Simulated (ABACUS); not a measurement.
HgSe: equation of state with PBE

HgSe:

```
Hg Se
1.0
     0.00000    3.03900    3.03900
     3.03900    0.00000    3.03900
     3.03900    3.03900    0.00000
Hg Se
1 1
Direct
  0.00000 0.00000 0.00000
  0.75000 0.75000 0.75000
```

```json
{
  "Program": "ABACUS 3.10.1",
  "Task": "equation of state",
  "Functional": "PBE",
  "Potentials or basis": "PseudoDojo NC SR 0.4.1 PBE standard",
  "Cutoff": "1361 eV",
  "Density cutoff": "5442 eV",
  "Basis": "TZDP LCAO (the cutoffs set its grid)",
  "k mesh": "8 × 8 × 8",
  "Occupations": "fermi-dirac, width 0.05 eV",
  "Spin": "no spin polarisation",
  "Orbital files": "Hg Hg_confined-atom_7au_4s3p3d1f.orb, Se Se_confined-atom_7au_3s3p3d1f.orb",
  "Radial cutoff of the potentials (pseudo_rcut)": "10 bohr",
  "SCF threshold on the density": "1e-07",
  "Max SCF steps": "100",
  "Eigensolver": "genelpa",
  "Mixing": "broyden",
  "Mixing share": "0.7",
  "Symmetry key": "1",
  "Bands": "22"
}
```

```json
{
  "Equilibrium volume": "30.78 Å³/atom (rough: see the caveat)",
  "Bulk modulus": "43 GPa (rough)"
}
```

Energy against volume, from the lowest point:
```csv
volume (Å³/atom),energy (meV/atom)
26.383,110.11
26.944,78.86
27.505,53.60
28.067,33.58
28.628,18.37
29.189,7.27
29.751,0.00
```

All runs of the series together: 58 s on 4 threads of AMD EPYC 7B13 (Zen 3) (shared host).

Caveat: the atomic orbitals were generated for these runs and aren't a published set; the minimum lies outside the volumes run; the basis of atomic orbitals isn't converged, which shifts pressures, moduli and gaps. Spin-orbit coupling is left out, which matters for the levels of Hg.
